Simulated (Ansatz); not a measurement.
SnO: start and end of a relaxation

The guess for SnO was made by a generator: close-packed anion layers stacked AB, with sites between them filled layer by layer (P6_3mc, No. 186) (elements of the layers in order: O O). Its size is a rough estimate.

start.cif

```cif
data_structure
_symmetry_space_group_name_H-M 'P6_3mc'
_symmetry_Int_Tables_number 186
_cell_length_a 3.4950
_cell_length_b 3.4950
_cell_length_c 5.7504
_cell_angle_alpha 90.000
_cell_angle_beta 90.000
_cell_angle_gamma 120.000
_cell_volume 60.83
loop_
_atom_site_label
_atom_site_type_symbol
_atom_site_symmetry_multiplicity
_atom_site_Wyckoff_symbol
_atom_site_fract_x
_atom_site_fract_y
_atom_site_fract_z
_atom_site_occupancy
Sn1 Sn 2 b 0.33333 0.66667 0.37313 1
O1 O 2 b 0.33333 0.66667 0.00000 1
```

These are results of Ansatz, DFT PBE, scalar-relativistic, plane waves, PAW, not measurements. Cutoff 420 eV, Gaussian smearing, Γ-centred meshes. Cell and atoms relax first on a coarse mesh and then on a converged one. In between, the cell is made exact in the group found at 0.06 Å. The steps can't lower the symmetry of their start. No spin polarisation.

end.cif

```cif
data_structure
_symmetry_space_group_name_H-M 'P6_3mc'
_symmetry_Int_Tables_number 186
_cell_length_a 3.3604
_cell_length_b 3.3604
_cell_length_c 9.2160
_cell_angle_alpha 90.000
_cell_angle_beta 90.000
_cell_angle_gamma 120.000
_cell_volume 90.13
loop_
_atom_site_label
_atom_site_type_symbol
_atom_site_symmetry_multiplicity
_atom_site_Wyckoff_symbol
_atom_site_fract_x
_atom_site_fract_y
_atom_site_fract_z
_atom_site_occupancy
Sn1 Sn 2 b 0.33333 0.66667 0.38013 1
O1 O 2 b 0.33333 0.66667 0.99300 1
```

The symmetry stays P6_3mc (No. 186). The volume per atom grows by 48.2 %, from 15.2 to 22.5 Å³. The shortest distance goes from 2.15 Å (Sn–O) to 2.20 Å (Sn–O). The ratio c/a of the conventional cell changes by a factor of 1.67. The energy falls by about 0.60 eV/atom (the start's value is from the coarse mesh).

* Volume per atom: 22.5 Å³
* Density: 5.0 g/cm³
* Energy over the elements: −0.949 eV/atom
* Gap on the 9×9×4 mesh of the 4-atom cell: 1.49 eV

Energies over the elements count from the elements' standard structures at the same level (O₂ as a molecule), with no fitted energy shifts. The references include grey tin. Whether it is stable depends on the other phases of the system, which aren't compared here.

The last run used Gaussian smearing of 0.02 eV. Weakly bound directions are ill-defined at this level, which has no dispersion term. Kohn–Sham gaps at this level usually fall short of measured ones. Symmetry constrained the relaxation, so the result can be a saddle point. In all, the 3 runs took 3 min on 1 thread of Arm Neoverse V1, with other jobs on the host.
